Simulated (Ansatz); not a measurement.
## Cu (simple hexagonal type) under strong compression

```
CELL_PARAMETERS angstrom
2.48981 0.00000 0.00000
-1.24490 2.15624 0.00000
0.00000 0.00000 2.42352
ATOMIC_POSITIONS crystal
Cu 0.00000 0.00000 0.00000
```

The cell comes from a relaxation on PAW files under the same functional, begun from a prototype that needn't be the stable phase.

Its volume is scaled, and at each volume shape and atoms are relaxed on PAW files; all methods then take that cell.

Level of theory: DFT with PBE, scalar-relativistic, in Ansatz 0.2.0; a Γ-centred 17×17×16 k mesh, Fermi–Dirac smearing of 0.05 eV, no spin polarisation. LAPW: all electrons, basis error target 1 meV/atom; PAW: frozen-core files, cutoff 420 eV; crystal datasets: all electrons, by PAW datasets that the program makes for each cell; norm-conserving: pseudopotentials, cutoff 1252 eV; PAW (partial waves polarizable): frozen-core files, cutoff 420 eV.

Energies are extrapolated to zero smearing and count from the unscaled cell; pressure is positive in compression; gaps take the mesh and a band path. No temperature or zero-point motion is included.

```csv
V/V0,V (Å³/atom),P LAPW (GPa),ΔE LAPW (eV/atom),P PAW − LAPW (GPa),ΔE PAW − LAPW (meV/atom),space group,shortest distance (Å)
1.00,13.01,-0.02,0.000,0.00,0.0,P6/mmm,2.424
0.92,11.97,12.06,0.036,-0.04,-0.1,P6/mmm,2.350
0.84,10.93,?,0.173,-0.11,-0.6,P6/mmm,2.274
0.76,9.89,64.2,0.476,-0.21,-1.6,P6/mmm,2.195
0.68,8.85,118.6,1.054,-0.32,-3.3,P6/mmm,2.111
0.60,7.81,212.9,?,-0.49,-5.8,P6/mmm,2.021
0.52,6.77,384.5,3.984,-0.81,-9.9,P6/mmm,1.923
0.45,5.85,661.6,6.878,-2.74,-18.2,P6/mmm,1.829
```

(1) Give the missing entry: row "0.60", column "ΔE LAPW (eV/atom)".

(2) Give the missing entry: row "0.84", column "P LAPW (GPa)".

(3) Fit the Vinet equation to the LAPW pressures over the whole range, with residuals weighted by 1/(|P| + 0.03·Pmax).

(4) At the smallest volume, how far do crystal datasets and norm-conserving and PAW (partial waves polarizable) lie from LAPW in pressure?

(5) How do the Löwdin populations by LAPW change from the unscaled cell to the last row?

Results:

(1) 2.101.

(2) 31.8.

(3) V0 = 13.02 Å³/atom, B0 = 112 GPa and B0′ = 5.53, and the fit misses no point by more than 6.2 GPa. A fit over so wide a range pins B0 less well than one near rest.

(4) crystal datasets: 0.00 GPa; norm-conserving: +0.22 GPa; PAW (partial waves polarizable): -2.78 GPa, on a LAPW pressure of 661.6 GPa.

(5) Cu 3s 1.99 → 1.95 electrons an atom. These are projections on the shells that the free atoms fill; 0.16 e a cell lies outside them at the start and 0.18 e at the end.
